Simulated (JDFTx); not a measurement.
## Sb: band structure with PBE

The system is Sb.

```xyz
2
Lattice="2.1542 1.2437 3.7580 -2.1542 1.2437 3.7580 0.0000 -2.4875 3.7580" Properties=species:S:1:pos:R:3 pbc="T T T"
Sb    0.0000    0.0000    8.6416
Sb    0.0000    0.0000    2.6324
```

- Program: JDFTx 1.7.0 (patched build)
- Task: band structure
- Functional: PBE
- Potentials or basis: PseudoDojo-FR-PBE-0.4-standard with smoothed tails
- Cutoff: 1116 eV
- Density cutoff: 8925 eV
- k mesh: 4 × 4 × 4
- Occupations: fermi-dirac, width 0.05 eV
- Spin: spin-orbit coupling, no magnetisation
- Band ratio of the Davidson solver: 1.3
- Local potential set to -Z/r beyond: 6 bohr
- Bands: 44
- Density cutoff over wavefunction cutoff: 8
- Max SCF steps: 30
- SCF threshold on the energy: 1e-06 Ha
- Solver of the electrons: minimize
- Further solve for the empty bands: no
- Start: density of an earlier self-consistent run, held fixed
- Path: G-L-B1-B-Z-G-X-Q-F-P1-Z-L-P

- Band gap along the path: 0.11 eV, indirect (least direct gap 0.12 eV)

Levels at the corners of the path, in eV from the valence-band top:
```
point  band 28  band 29  band 30  band 31  band 32  band 33
    Γ    -1.40    -1.22    -1.22     2.19     2.19     2.96
    L    -1.56    -0.01    -0.01     0.11     0.11     0.55
   B1    -4.55    -0.44    -0.44     0.99     0.99     4.88
    B    -4.55    -0.44    -0.44     0.99     0.99     4.88
    Z    -0.75    -0.24    -0.24     0.33     0.33     0.64
    Γ    -1.40    -1.22    -1.22     2.19     2.19     2.96
    X    -2.97    -2.54    -2.54     2.99     2.99     3.62
    Q    -2.97    -2.54    -2.54     2.99     2.99     3.62
    F    -3.62    -3.19    -3.19     1.86     1.86     5.07
   P1    -2.97    -2.36    -2.36     2.74     2.74     3.50
    Z    -0.75    -0.24    -0.24     0.33     0.33     0.64
    L    -1.56    -0.01    -0.01     0.11     0.11     0.55
    P    -2.97    -2.36    -2.36     2.74     2.74     3.50
```

Run time: 6.2 min on 1 thread of Arm Neoverse V1, on a shared host, peak memory 0.49 GiB.

Caveat: the k mesh is coarse (spacing up to 0.44 Å⁻¹), so the values aren't converged.
